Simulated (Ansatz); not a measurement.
# Te2Mo in Ansatz: the effect of Hubbard term

The system is Te2Mo, a slab with vacuum.

```
Te Mo
1.0
     3.56138    0.00000    0.00000
    -1.78069    3.08425    0.00000
     0.00000    0.00000   38.99027
Te Mo
8 4
Direct
  0.33333 0.66667 0.32822
  0.33333 0.66667 0.95182
  0.66667 0.33333 0.14008
  0.66667 0.33333 0.76363
  0.66667 0.33333 0.04818
  0.66667 0.33333 0.67178
  0.33333 0.66667 0.23637
  0.33333 0.66667 0.85992
  0.66667 0.33333 0.28234
  0.66667 0.33333 0.90586
  0.33333 0.66667 0.09414
  0.33333 0.66667 0.71766
```

Alike in all runs:

```yaml
Program: Ansatz 0.2.0
Task: single point
Functional: PBEsol
Potentials_or_basis: Ansatz PAW
Cutoff: "420 eV (not typed: the program's choice for these potentials)"
k_mesh: 7 × 7 × 1
Occupations: fermi-dirac, width 0.05 eV
Spin: no spin polarisation
Hubbard_projectors: ortho-atomic (the default)
Double_counting: fll (the default)
```

Problem. One run gave: gap on the mesh 0.94 eV; largest force 0.32 eV/Å. Which Hubbard term did it use?
A. Mo d U = 5 eV
B. Mo d U = 6 eV
C. Mo d U = 8 eV

Solution. B.

| Hubbard term | gap on the mesh (eV) | largest force (eV/Å) |
| --- | --- | --- |
| Mo d U = 5 eV | 1.11 | 0.27 |
| Mo d U = 6 eV | 0.94 | 0.32 |
| Mo d U = 8 eV | 1.05 | 0.26 |

Caveats: odd divisions of the mesh miss points on the zone boundary, where band edges often lie, so the gap on the mesh can be too wide; spin-orbit coupling is left out, which moves the levels of the heavy elements; the PAW data sets come from PBE, with cores solved anew for the run's functional, which leaves a small shift of forces and pressure; the U is typed as a test and isn't derived for this compound.

A k mesh can miss the band edges.

Runs at the PBE level aren't shown here.
